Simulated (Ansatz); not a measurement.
Here is an Ansatz 0.2.0 calculation.

input

```
crystal:
  lattice:
    - [3.18, 0.0, 0.0]
    - [-1.59, 2.753960784, 0.0]
    - [0.0, 0.0, 5.166]
  atoms:
    - { symbol: Ga, position: [0.6666666667, 0.3333333333, 0.5] }
    - { symbol: Ga, position: [0.3333333333, 0.6666666667, 0.0] }
    - { symbol: "N", position: [0.6666666667, 0.3333333333, 0.875] }
    - { symbol: "N", position: [0.3333333333, 0.6666666667, 0.375] }
hamiltonian:
  xc: pbe0
  pseudopotentials: { kind: paw }
kpoints:
  mp_grid: { grid: [6, 6, 4] }
  band_path:
    path:
      - [[0.0, 0.0, 0.0], [0.5, 0.0, 0.0], [0.3333333333, 0.3333333333, 0.0], [0.0, 0.0, 0.0], [0.0, 0.0, 0.5], [0.5, 0.0, 0.5], [0.3333333333, 0.3333333333, 0.5], [0.0, 0.0, 0.5]]
      - [[0.5, 0.0, 0.5], [0.5, 0.0, 0.0]]
      - [[0.3333333333, 0.3333333333, 0.0], [0.3333333333, 0.3333333333, 0.5]]
    npoints: 4
scf:
  occupations: { method: fermi_dirac, width: 0.05 }
  n_extra_bands: 10
output:
  forces: true
  stress: true
  eigenvalues: true
  fatbands: false
```

Question: Estimate the band gap on the k mesh.

Answer: 3.93 eV, direct.

Question: Estimate the largest force.

Answer: 0.157 eV/Å.

Question: Estimate the band gap along the path.

Answer: 3.93 eV, direct.

Stress tensor (GPa, compression positive):
```
0.33 0.00 0.00
0.00 0.33 0.00
0.00 0.00 1.99
```

Caveat: the pressure holds a Pulay correction of +0.5 GPa for the finite cutoff; the PAW data sets come from PBE, with cores solved anew for the run's functional, which leaves a small shift of forces and pressure; the thresholds are loose for stress.

**What was measured.**

“Studying electronic properties in GaN without electrical contacts using γ-γ vs e−-γ Perturbed Angular Correlations”, 2019, pmc:6823545 quotes, for a bulk crystal of GaN: band gap 3.503 ± 0.005 eV (direct).

Against the measured gap of GaN, 3.503 eV (direct; quoted in “Studying electronic properties in GaN without electrical contacts using γ-γ vs e−-γ Perturbed Angular Correlations”, 2019, pmc:6823545), the calculated 3.93 eV is off by +0.42 eV. Spin-orbit coupling on Ga is left out. The value is that of PBE0, without temperature or zero-point motion.
